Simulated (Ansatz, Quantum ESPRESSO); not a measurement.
# Band line-up of the GaAs/MgS(110) superlattice, 5 + 5 layers, a = 5.61 Å, part 2 of 7

Wanted: the band alignment of the GaAs/MgS(110) superlattice, 5 + 5 layers, a = 5.61 Å.

Quantum ESPRESSO 7.5; plane-wave DFT, LDA, GBRV ultrasoft pseudopotentials; cross-check by Ansatz 0.2.0 with PAW datasets.

So far. Step 3 (Self-consistent run of bulk GaAs): The run needed 9 iterations to bring the estimated error under 1e-07 Ry.

### Step 4. Bands along a path of bulk GaAs

The density is frozen and the levels are solved along a path.

Contents of a.bands.in:

```
&control
  prefix = 'a.bands'
  outdir = './out'
  pseudo_dir = './pseudo'
  calculation = 'bands'
/
&system
  ibrav = 0
  nat = 4
  ntyp = 2
  ecutwfc = 40
  ecutrho = 200
  occupations = 'smearing'
  smearing = 'fd'
  degauss = 0.002
  nbnd = 32
/
&electrons
  conv_thr = 1e-07
  mixing_beta = 0.5
  electron_maxstep = 120
/
ATOMIC_SPECIES
  Ga  69.7230  ga_lda_v1.4.uspp.F.UPF
  As  74.9216  as_lda_v1.uspp.F.UPF
CELL_PARAMETERS angstrom
  5.61000000000000 0.00000000000000 0.00000000000000
  0.00000000000000 3.96686904245653 0.00000000000000
  0.00000000000000 0.00000000000000 3.96686904245653
ATOMIC_POSITIONS crystal
  Ga  0.000000000000 0.000000000000 0.000000000000
  As  0.250000000000 0.500000000000 0.000000000000
  Ga  0.500000000000 0.500000000000 0.500000000000
  As  0.750000000000 0.000000000000 0.500000000000
K_POINTS crystal_b
6
  0.0000000000 0.0000000000 0.0000000000 20
  1.0000000000 0.0000000000 0.0000000000 1
  0.0000000000 0.0000000000 0.0000000000 20
  0.5000000000 0.0000000000 0.5000000000 1
  0.0000000000 0.0000000000 0.0000000000 20
  0.0000000000 0.5000000000 0.5000000000 1
```

Run with:

```console
$ cp -r out/a.save out/a.bands.save
$ cp out/a.xml out/a.bands.xml
$ OMP_NUM_THREADS=1 mpirun -n 4 pw.x -nk 4 -in a.bands.in > a.bands.out
```

Output:

```text
[banner, memory and clock lines left out]
Program PWSCF v.7.5 starts

          URL

     Atomic positions and unit cell read from directory:
     ./out/a.bands.save/

     Found identity + ( -0.5000 -0.5000 -0.5000) symmetry
     This is a supercell, fractional translations are disabled
     Message from routine setup:
     using ibrav=0 with symmetry is DISCOURAGED, use correct ibrav instead

     G-vector sticks info

     bravais-lattice index     =            0
     lattice parameter (alat)  =      10.6014  a.u.
     unit-cell volume          =     595.7378 (a.u.)^3
     number of atoms/cell      =            4
     number of atomic types    =            2
     number of electrons       =        48.00
     number of Kohn-Sham states=           32
     kinetic-energy cutoff     =      40.0000  Ry
     charge density cutoff     =     200.0000  Ry
     Exchange-correlation= SLA  PZ   NOGX NOGC
                           (   1   1   0   0   0   0   0)

     celldm(1)=  10.601364  celldm(2)=   0.000000  celldm(3)=   0.000000
     celldm(4)=   0.000000  celldm(5)=   0.000000  celldm(6)=   0.000000

     crystal axes: (cart. coord. in units of alat)
               a(1) = (   1.000000   0.000000   0.000000 )
               a(2) = (   0.000000   0.707107   0.000000 )
               a(3) = (   0.000000   0.000000   0.707107 )

     reciprocal axes: (cart. coord. in units 2 pi/alat)
               b(1) = (  1.000000  0.000000  0.000000 )
               b(2) = (  0.000000  1.414214  0.000000 )
               b(3) = (  0.000000  0.000000  1.414214 )

     PseudoPot. # 1 for Ga read from file:
     ./pseudo/ga_lda_v1.4.uspp.F.UPF
     Pseudo is Ultrasoft + core correction, Zval = 19.0
     Generated by new atomic code, or converted to UPF format
     Using radial grid of  871 points,  6 beta functions with:
                l(1) =   0
                l(2) =   0
                l(3) =   1
                l(4) =   1
                l(5) =   2
                l(6) =   2
     Q(r) pseudized with  8 coefficients,  rinner =    1.250   1.250   1.250
                                                       1.250   1.250

     PseudoPot. # 2 for As read from file:
     ./pseudo/as_lda_v1.uspp.F.UPF
     Pseudo is Ultrasoft + core correction, Zval =  5.0
     Generated by new atomic code, or converted to UPF format
     Using radial grid of  875 points,  6 beta functions with:
                l(1) =   0
                l(2) =   0
                l(3) =   1
                l(4) =   1
                l(5) =   2
                l(6) =   2
     Q(r) pseudized with  8 coefficients,  rinner =    1.300   1.300   1.300
                                                       1.300   1.300

     atomic species   valence    mass     pseudopotential
     Ga               19.00    69.72300     Ga( 1.00)
     As                5.00    74.92160     As( 1.00)

      8 Sym. Ops. (no inversion) found

   Cartesian axes

     site n.     atom                  positions (alat units)
         1        Ga     tau(   1) = (   0.0000000   0.0000000   0.0000000  )
         2        As     tau(   2) = (   0.2500000   0.3535534   0.0000000  )
         3        Ga     tau(   3) = (   0.5000000   0.3535534   0.3535534  )
         4        As     tau(   4) = (   0.7500000   0.0000000   0.3535534  )

     number of k points=    63  Fermi-Dirac smearing, width (Ry)=  0.0020
                       cart. coord. in units 2pi/alat
        k(    1) = (   0.0000000   0.0000000   0.0000000), wk =   0.0317460
        k(    2) = (   0.0500000   0.0000000   0.0000000), wk =   0.0317460
        k(    3) = (   0.1000000   0.0000000   0.0000000), wk =   0.0317460
        k(    4) = (   0.1500000   0.0000000   0.0000000), wk =   0.0317460
        k(    5) = (   0.2000000   0.0000000   0.0000000), wk =   0.0317460
        k(    6) = (   0.2500000   0.0000000   0.0000000), wk =   0.0317460
        k(    7) = (   0.3000000   0.0000000   0.0000000), wk =   0.0317460
        k(    8) = (   0.3500000   0.0000000   0.0000000), wk =   0.0317460
        k(    9) = (   0.4000000   0.0000000   0.0000000), wk =   0.0317460
        k(   10) = (   0.4500000   0.0000000   0.0000000), wk =   0.0317460
        k(   11) = (   0.5000000   0.0000000   0.0000000), wk =   0.0317460
        k(   12) = (   0.5500000   0.0000000   0.0000000), wk =   0.0317460
        k(   13) = (   0.6000000   0.0000000   0.0000000), wk =   0.0317460
        k(   14) = (   0.6500000   0.0000000   0.0000000), wk =   0.0317460
        k(   15) = (   0.7000000   0.0000000   0.0000000), wk =   0.0317460
        k(   16) = (   0.7500000   0.0000000   0.0000000), wk =   0.0317460
        k(   17) = (   0.8000000   0.0000000   0.0000000), wk =   0.0317460
        k(   18) = (   0.8500000   0.0000000   0.0000000), wk =   0.0317460
        k(   19) = (   0.9000000   0.0000000   0.0000000), wk =   0.0317460
        k(   20) = (   0.9500000   0.0000000   0.0000000), wk =   0.0317460
        k(   21) = (   1.0000000   0.0000000   0.0000000), wk =   0.0317460
        k(   22) = (   0.0000000   0.0000000   0.0000000), wk =   0.0317460
        k(   23) = (   0.0250000   0.0000000   0.0353553), wk =   0.0317460
        k(   24) = (   0.0500000   0.0000000   0.0707107), wk =   0.0317460
        k(   25) = (   0.0750000   0.0000000   0.1060660), wk =   0.0317460
        k(   26) = (   0.1000000   0.0000000   0.1414214), wk =   0.0317460
        k(   27) = (   0.1250000   0.0000000   0.1767767), wk =   0.0317460
        k(   28) = (   0.1500000   0.0000000   0.2121320), wk =   0.0317460
        k(   29) = (   0.1750000   0.0000000   0.2474874), wk =   0.0317460
        k(   30) = (   0.2000000   0.0000000   0.2828427), wk =   0.0317460
        k(   31) = (   0.2250000   0.0000000   0.3181981), wk =   0.0317460
        k(   32) = (   0.2500000   0.0000000   0.3535534), wk =   0.0317460
        k(   33) = (   0.2750000   0.0000000   0.3889087), wk =   0.0317460
        k(   34) = (   0.3000000   0.0000000   0.4242641), wk =   0.0317460
        k(   35) = (   0.3250000   0.0000000   0.4596194), wk =   0.0317460
        k(   36) = (   0.3500000   0.0000000   0.4949747), wk =   0.0317460
        k(   37) = (   0.3750000   0.0000000   0.5303301), wk =   0.0317460
        k(   38) = (   0.4000000   0.0000000   0.5656854), wk =   0.0317460
        k(   39) = (   0.4250000   0.0000000   0.6010408), wk =   0.0317460
        k(   40) = (   0.4500000   0.0000000   0.6363961), wk =   0.0317460
        k(   41) = (   0.4750000   0.0000000   0.6717514), wk =   0.0317460
        k(   42) = (   0.5000000   0.0000000   0.7071068), wk =   0.0317460
        k(   43) = (   0.0000000   0.0000000   0.0000000), wk =   0.0317460
[...]
8.1851   8.2588  11.8423  11.8736  11.8738  11.9002  14.8960  14.9317

          k = 0.5000 0.0000 0.7071 (  2520 PWs)   bands (ev):

   -86.7080 -86.7079 -86.7078 -86.7076 -86.7073 -86.7072  -7.6956  -7.6955
    -7.5857  -7.5856  -7.5856  -7.5856  -7.5165  -7.5163  -7.5162  -7.5161
    -3.8478  -3.8478   0.4419   0.4419   6.0914   6.0914   6.0917   6.0917
     8.1799   8.1799  11.8705  11.8705  11.8707  11.8707  14.8924  14.8924

          k = 0.0000 0.0000 0.0000 (  2509 PWs)   bands (ev):

   -86.7077 -86.7077 -86.7077 -86.7076 -86.7073 -86.7073  -7.7288  -7.6068
    -7.6068  -7.6066  -7.5529  -7.5529  -7.5495  -7.5208  -7.5205  -7.5061
    -5.6876  -3.0777   0.2728   4.5022   4.5022   7.2723   7.2728   7.2728
     7.7359   8.5708   8.8045  10.9618  10.9618  10.9618  14.7269  17.5346

          k = 0.0000 0.0354 0.0354 (  2517 PWs)   bands (ev):

   -86.7079 -86.7078 -86.7078 -86.7076 -86.7073 -86.7073  -7.7285  -7.6078
    -7.6064  -7.6063  -7.5534  -7.5534  -7.5488  -7.5208  -7.5205  -7.5063
    -5.6773  -3.0762   0.2770   4.4751   4.4798   6.9905   7.2367   7.2372
     8.0167   8.6229   8.8577  10.9213  11.0098  11.0098  14.7907  17.3121

          k = 0.0000 0.0707 0.0707 (  2527 PWs)   bands (ev):

   -86.7079 -86.7079 -86.7077 -86.7076 -86.7075 -86.7074  -7.7276  -7.6110
    -7.6055  -7.6053  -7.5547  -7.5544  -7.5473  -7.5211  -7.5203  -7.5068
    -5.6466  -3.0717   0.2893   4.3989   4.4169   6.5593   7.1354   7.1360
     8.4420   8.7747   9.0123  10.8082  11.1480  11.1481  14.9727  16.8415

          k = 0.0000 0.1061 0.1061 (  2543 PWs)   bands (ev):

   -86.7079 -86.7079 -86.7079 -86.7077 -86.7077 -86.7076  -7.7262  -7.6161
    -7.6040  -7.6039  -7.5568  -7.5553  -7.5454  -7.5217  -7.5199  -7.5076
    -5.5957  -3.0647   0.3089   4.2860   4.3245   6.1140   6.9825   6.9830
     8.8716   9.0154   9.2563  10.6436  11.3624  11.3625  15.2484  16.3231

          k = 0.0000 0.1414 0.1414 (  2567 PWs)   bands (ev):

   -86.7081 -86.7080 -86.7079 -86.7078 -86.7078 -86.7077  -7.7244  -7.6228
    -7.6020  -7.6018  -7.5595  -7.5561  -7.5433  -7.5227  -7.5194  -7.5087
    -5.5250  -3.0559   0.3342   4.1519   4.2161   5.6679   6.7939   6.7944
     9.2801   9.3314   9.5743  10.4532  11.6366  11.6367  15.5330  15.8873

          k = 0.0000 0.1768 0.1768 (  2561 PWs)   bands (ev):

   -86.7081 -86.7080 -86.7079 -86.7078 -86.7078 -86.7077  -7.7223  -7.6307
    -7.5993  -7.5991  -7.5626  -7.5568  -7.5411  -7.5239  -7.5186  -7.5100
    -5.4352  -3.0460   0.3633   4.0120   4.1046   5.2245   6.5841   6.5846
     9.6309   9.7096   9.9512  10.2755  11.9560  11.9561  15.2790  15.4496

          k = 0.0000 0.2121 0.2121 (  2563 PWs)   bands (ev):

   -86.7083 -86.7080 -86.7080 -86.7078 -86.7076 -86.7076  -7.7201  -7.6396
    -7.5962  -7.5960  -7.5657  -7.5573  -7.5388  -7.5254  -7.5178  -7.5114
    -5.3268  -3.0361   0.3936   3.8792   4.0005   4.7854   6.3642   6.3647
     9.7885  10.1385  10.2379  10.3732  12.3090  12.3091  14.8169  14.9054

          k = 0.0000 0.2475 0.2475 (  2571 PWs)   bands (ev):

   -86.7083 -86.7082 -86.7080 -86.7078 -86.7077 -86.7076  -7.7180  -7.6489
    -7.5927  -7.5925  -7.5686  -7.5577  -7.5366  -7.5272  -7.5168  -7.5130
    -5.2008  -3.0271   0.4221   3.7642   3.9120   4.3513   6.1423   6.1428
     9.6720  10.4024  10.6081  10.8260  12.6870  12.6871  14.1846  14.4928

          k = 0.0000 0.2828 0.2828 (  2553 PWs)   bands (ev):

   -86.7083 -86.7080 -86.7080 -86.7078 -86.7076 -86.7074  -7.7163  -7.6586
    -7.5889  -7.5887  -7.5709  -7.5580  -7.5347  -7.5291  -7.5158  -7.5144
    -5.0579  -3.0198   0.4455   3.6757   3.8449   3.9231   5.9245   5.9249
     9.4894  10.5369  11.1065  11.2886  13.0837  13.0838  13.5684  13.9388

          k = 0.0000 0.3182 0.3182 (  2551 PWs)   bands (ev):

   -86.7083 -86.7081 -86.7080 -86.7078 -86.7075 -86.7073  -7.7152  -7.6682
    -7.5848  -7.5846  -7.5725  -7.5582  -7.5334  -7.5313  -7.5155  -7.5147
    -4.8994  -3.0152   0.4609   3.5017   3.6199   3.8032   5.7149   5.7154
     9.3059  10.5629  11.6060  11.7095  12.9977  13.4623  13.4944  13.4945

          k = 0.0000 0.3536 0.3536 (  2539 PWs)   bands (ev):

   -86.7081 -86.7079 -86.7078 -86.7078 -86.7075 -86.7074  -7.7149  -7.6775
    -7.5806  -7.5804  -7.5730  -7.5582  -7.5336  -7.5329  -7.5159  -7.5136
    -4.7265  -3.0136   0.4663   3.0881   3.6008   3.7890   5.5168   5.5172
     9.1353  10.4800  11.9171  11.9197  12.6602  13.2361  13.9156  13.9157

          k = 0.0000 0.3889 0.3889 (  2535 PWs)   bands (ev):

   -86.7081 -86.7079 -86.7077 -86.7077 -86.7075 -86.7073  -7.7153  -7.6864
    -7.5764  -7.5762  -7.5724  -7.5582  -7.5359  -7.5333  -7.5155  -7.5124
    -4.5409  -3.0152   0.4609   2.6840   3.6199   3.8032   5.3325   5.3330
     8.9823  10.3176  11.6061  11.7095  12.9975  13.4624  14.3443  14.3445

          k = 0.0000 0.4243 0.4243 (  2533 PWs)   bands (ev):

   -86.7081 -86.7078 -86.7077 -86.7077 -86.7075 -86.7075  -7.7164  -7.6948
    -7.5722  -7.5720  -7.5709  -7.5580  -7.5382  -7.5346  -7.5146  -7.5113
    -4.3448  -3.0199   0.4455   2.2914   3.6756   3.8449   5.1640   5.1644
     8.8498  10.1102  11.1067  11.2885  13.5682  13.9389  14.7782  14.7783

          k = 0.0000 0.4596 0.4596 (  2535 PWs)   bands (ev):

   -86.7080 -86.7079 -86.7077 -86.7077 -86.7075 -86.7074  -7.7181  -7.7024
    -7.5685  -7.5682  -7.5680  -7.5577  -7.5405  -7.5365  -7.5131  -7.5103
    -4.1409  -3.0271   0.4222   1.9134   3.7641   3.9120   5.0125   5.0130
     8.7392   9.8850  10.6083  10.8260  14.1844  14.4929  15.2144  15.2146

          k = 0.0000 0.4950 0.4950 (  2542 PWs)   bands (ev):

   -86.7081 -86.7079 -86.7078 -86.7077 -86.7075 -86.7075  -7.7202  -7.7092
    -7.5656  -7.5645  -7.5643  -7.5573  -7.5426  -7.5386  -7.5116  -7.5093
    -3.9332  -3.0361   0.3938   1.5539   3.8790   4.0005   4.8793   4.8798
     8.6517   9.6602  10.1387  10.3732  14.8168  15.0711  15.6497  15.6498

          k = 0.0000 0.5303 0.5303 (  2548 PWs)   bands (ev):

   -86.7081 -86.7079 -86.7078 -86.7078 -86.7075 -86.7075  -7.7224  -7.7151
    -7.5625  -7.5612  -7.5610  -7.5568  -7.5445  -7.5409  -7.5102  -7.5085
    -3.7270  -3.0461   0.3635   1.2186   4.0117   4.1046   4.7653   4.7657
     8.5880   9.4474   9.7097   9.9512  15.4495  15.6489  16.0790  16.0792

          k = 0.0000 0.5657 0.5657 (  2542 PWs)   bands (ev):

   -86.7082 -86.7079 -86.7079 -86.7077 -86.7075 -86.7073  -7.7246  -7.7201
    -7.5594  -7.5583  -7.5581  -7.5561  -7.5461  -7.5431  -7.5089  -7.5077
    -3.5299  -3.0559   0.3344   0.9153   4.1516   4.2161   4.6711   4.6715
     8.5483   9.2540   9.3315   9.5743  16.0638  16.2052  16.4941  16.4942

          k = 0.0000 0.6010 0.6010 (  2538 PWs)   bands (ev):

   -86.7082 -86.7079 -86.7077 -86.7077 -86.7075 -86.7074  -7.7264  -7.7239
    -7.5567  -7.5560  -7.5558  -7.5553  -7.5475  -7.5452  -7.5078  -7.5071
    -3.3522  -3.0648   0.3091   0.6546   4.2856   4.3245   4.5973   4.5978
     8.5322   9.0156   9.0851   9.2564  16.6305  16.7138  16.8804  16.8805

          k = 0.0000 0.6364 0.6364 (  2550 PWs)   bands (ev):

   -86.7082 -86.7080 -86.7078 -86.7077 -86.7076 -86.7074  -7.7278  -7.7267
    -7.5546  -7.5544  -7.5543  -7.5541  -7.5485  -7.5471  -7.5070  -7.5067
    -3.2076  -3.0718   0.2895   0.4506   4.3985   4.4169   4.5443   4.5447
     8.5377   8.7749   8.9458   9.0124  17.1034  17.1380  17.2120  17.2122

          k = 0.0000 0.6718 0.6718 (  2552 PWs)   bands (ev):

   -86.7082 -86.7080 -86.7079 -86.7078 -86.7075 -86.7075  -7.7287  -7.7284
    -7.5534  -7.5533  -7.5533  -7.5531  -7.5491  -7.5486  -7.5065  -7.5064
    -3.1116  -3.0762   0.2772   0.3188   4.4747   4.4798   4.5124   4.5128
     8.5576   8.6230   8.8450   8.8577  17.4219  17.4289  17.4472  17.4473

          k = 0.0000 0.7071 0.7071 (  2532 PWs)   bands (ev):

   -86.7081 -86.7079 -86.7077 -86.7077 -86.7074 -86.7074  -7.7290  -7.7290
    -7.5529  -7.5529  -7.5528  -7.5527  -7.5493  -7.5492  -7.5064  -7.5063
    -3.0778  -3.0778   0.2730   0.2731   4.5018   4.5018   4.5022   4.5022
     8.5710   8.5710   8.8046   8.8046  17.5343  17.5343  17.5344  17.5345

     XML data file, pseudopotentials, collected wavefunctions

                                        0.00s GPU  (     916 calls)
```

Run time: 21 s. Hardware: 4 MPI ranks of Intel Xeon 6975P-C (Granite Rapids), shared host; peak memory 0.34 GiB.

Numbers from this step:

* valence top, on the run's zero: 7.273 eV
* conduction bottom, on the run's zero: 7.736 eV
* gap by band count: 0.4631 eV

Band numbers count within the set of bands kept for display; the cell holds two formula units, so the X point along 001 folds onto the zone centre. The electronic bands at the labelled points (eV, zero at the Fermi level, which the smearing puts inside the gap; v1 is the highest filled band, c1 the lowest empty one):

```tsv
point	v4	v3	v2	v1	c1	c2	c3	c4
L	-1.43	-1.43	-1.43	-1.43	0.66	0.66	4.35	4.35
halfway	-3.61	-2.36	-0.95	-0.95	1.13	1.84	4.33	4.33
Γ	-3.02	-0.25	-0.25	-0.25	0.21	1.05	1.28	3.44
halfway	-3.92	-3.73	-2.00	-2.00	1.61	2.96	4.40	4.40
X	-3.02	-3.02	-3.02	-3.02	1.05	1.05	1.28	1.28
```

### Step 5. Electrostatic potential of bulk GaAs

plot_num = 11 writes the bare and Hartree potential, whose mean serves as the common reference.

Contents of a.pot.in:

```
&inputpp
  prefix = 'a'
  outdir = './out'
  filplot = 'a.pot.dat'
  plot_num = 11
/
```

Run with:

```console
$ OMP_NUM_THREADS=1 mpirun -n 4 pp.x -in a.pot.in > a.pot.out
```

Output:

```text
[banner, memory and clock lines left out]
Program POST-PROC v.7.5 starts

          URL

     ./out/a.save/

     IMPORTANT: XC functional enforced from input :
     Exchange-correlation= PZ
                           (   1   1   0   0   0   0   0)
     Any further DFT definition will be discarded
     Please, verify this is what you really want

     Calling punch_plot, plot_num =  11
     Writing data to file  a.pot.dat
     Message from routine chdens:
     namelist plot not found or invalid, exiting
```

Run time: 1.4 s. Hardware: 4 MPI ranks; peak memory 0.09 GiB; 4.6 s of CPU time.

Electrostatic potential energy of an electron; zero at the Fermi level, which the smearing puts inside the gap. Table of potential energy, planar mean by z:

```tsv
z (Å)	potential energy, planar mean (eV)
0.00	8.99
0.22	6.43
0.33	3.71
0.55	-1.08
0.77	-0.974
0.88	-0.280
1.10	-0.280
1.32	-1.62
1.43	-1.08
1.65	3.71
1.87	8.32
1.98	8.99
2.20	6.43
2.42	0.908
2.53	-1.08
2.75	-0.974
2.98	-0.0820
3.09	-0.280
3.31	-1.62
3.53	0.908
3.64	3.71
3.86	8.32
```

### Step 6. Macroscopic average of bulk GaAs

average.x takes the planar mean and smooths it over a window of one repeat.

Contents of a.avg.in:

```
1
a.pot.dat
1.0
40
3
7.4962960625
```

Run with:

```console
$ OMP_NUM_THREADS=1 average.x < a.avg.in > a.avg.out
```

Output:

```text
[banner, memory and clock lines left out]
Program AVERAGE v.7.5 starts

          URL

     Reading header from file  a.pot.dat
     Reading data from file  a.pot.dat
     Output written to file avg.dat

[...]
```

It took 0.74 s on 1 MPI rank; peak memory 0.1 GiB.

This step gave:

| Quantity | Value |
| --- | --- |
| average.x's running mean over the crystal, on the run's own zero | 9.730 eV |
| mean potential by an exact Fourier window over the crystal, on the run's own zero | 9.730 eV |

Electrostatic potential energy of an electron; zero at the Fermi level, which the smearing puts inside the gap; window 3.9669 Å. Table of potential energy, running mean by z:

```tsv
z (Å)	potential energy, running mean (eV)
0.00	2.04
0.20	2.09
0.40	2.22
0.60	2.30
0.69	2.30
0.89	2.27
1.09	2.27
1.29	2.30
1.49	2.27
1.69	2.15
1.88	2.05
1.98	2.04
2.18	2.09
2.38	2.22
2.58	2.30
2.78	2.29
2.98	2.27
3.17	2.29
3.27	2.30
3.47	2.27
3.67	2.15
3.87	2.05
```

In a crystal the running mean should be flat; that of average.x keeps a ripple of 0.27 eV. The line-up therefore uses an exact Fourier window on the same potential.

[end of part 2 of 7]

[Logs are printed without paths, hosts, clocks, repeated set-up lines and the standing remarks that a program may print on its own settings, such as how far it seeks lower states.]

[Hosts, paths, dates, database ids (printed as entryN), source tags and the programs' standing remarks are cut or masked in the printed files.]

[Maps of the electrostatic potential energy from Ansatz leave out the sawtooth potential of an applied field or a dipole correction, so their vacuum need not be flat; planar profiles and work functions include it.]
